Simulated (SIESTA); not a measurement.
Crystal: TiB2.

```
Ti B
1.0
     3.02920    0.00000    0.00000
    -1.51460    2.62336    0.00000
     0.00000    0.00000    3.22840
Ti B
1 2
Direct
  0.00000 0.00000 0.00000
  0.66667 0.33333 0.50000
  0.33333 0.66667 0.50000
```

Base run:

| Property | Result |
| --- | --- |
| Program | SIESTA 5.4.2 |
| Functional | vdW-DF2 |
| Potentials or basis | PseudoDojo 0.4 standard (PBE files) |
| Basis | DZP (energy shift 0.003 Ry; two zetas on semicore shells) |
| Grid cutoff | 800 Ry |
| Energy shift | 0.003 Ry |
| k mesh | 10 × 10 × 8 |
| Occupations | fermi-dirac, width 0.05 eV |
| Spin | no spin polarisation |

Its results: band gap on the k mesh none (metal or under the smearing width); pressure 12.6 GPa.

Q: The run is repeated on the same cell with these changes: functional from vdW-DF2 to vdW-DF-C09. What comes out?

A: Band gap on the k mesh none (metal or under the smearing width); pressure -0.9 GPa.

Caveats: the potentials were made for another functional, which shifts forces and pressure; the basis of atomic orbitals isn't converged, which shifts pressures, moduli and gaps.
